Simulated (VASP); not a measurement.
# Pd: core levels with LDA

Pd:

```
Pd
1.0
     0.00000    3.89300    3.89300
     3.89300    0.00000    3.89300
     3.89300    3.89300    0.00000
Pd
8
Direct
  0.00000 0.00000 0.00000
  0.00000 0.00000 0.50000
  0.00000 0.50000 0.00000
  0.00000 0.50000 0.50000
  0.50000 0.00000 0.00000
  0.50000 0.00000 0.50000
  0.50000 0.50000 0.00000
  0.50000 0.50000 0.50000
```

```
Program                : VASP 6.6.1
Task                   : core levels
Functional             : LDA
Potentials or basis    : VASP PAW LDA potentials, release 64 (Pd)
Cutoff                 : 520 eV
k mesh                 : 7 × 7 × 7
Occupations            : methfessel-paxton, width 0.1 eV
Spin                   : no spin polarisation
Further INCAR settings : ALGO = Fast; EDIFF = 1e-06
```

The pressure is -8.0 GPa and the band gap on the k mesh is none (metal or under the smearing width).

Levels at points of the mesh, in eV from the Fermi level:
```
           k point  band 37  band 38  band 39  band 40  band 41  band 42
(0.00, 0.00, 0.00)     0.30     0.30     0.30     0.30     0.30     0.95
```

Core levels (eV, on the scale of the bands):
```
atom                                                                                    levels
1 Pd  1s -24016.3, 2s -3502.1, 2p -3144.0, 3s -622.4, 3p -504.2, 3d -315.2, 4s -74.1, 4p -40.0
2 Pd  1s -24016.3, 2s -3502.1, 2p -3144.0, 3s -622.4, 3p -504.2, 3d -315.2, 4s -74.1, 4p -40.0
3 Pd  1s -24016.3, 2s -3502.1, 2p -3144.0, 3s -622.4, 3p -504.2, 3d -315.2, 4s -74.1, 4p -40.0
4 Pd  1s -24016.3, 2s -3502.1, 2p -3144.0, 3s -622.4, 3p -504.2, 3d -315.2, 4s -74.1, 4p -40.0
5 Pd  1s -24016.3, 2s -3502.1, 2p -3144.0, 3s -622.4, 3p -504.2, 3d -315.2, 4s -74.1, 4p -40.0
6 Pd  1s -24016.3, 2s -3502.1, 2p -3144.0, 3s -622.4, 3p -504.2, 3d -315.2, 4s -74.1, 4p -40.0
```

Run time: 32 s on 4 MPI ranks on Intel(R) Xeon(R) Platinum 8259CL CPU @ 2.50GHz (Skylake/Cascade Lake), with other jobs on the host, peak memory 0.24 GiB a rank.
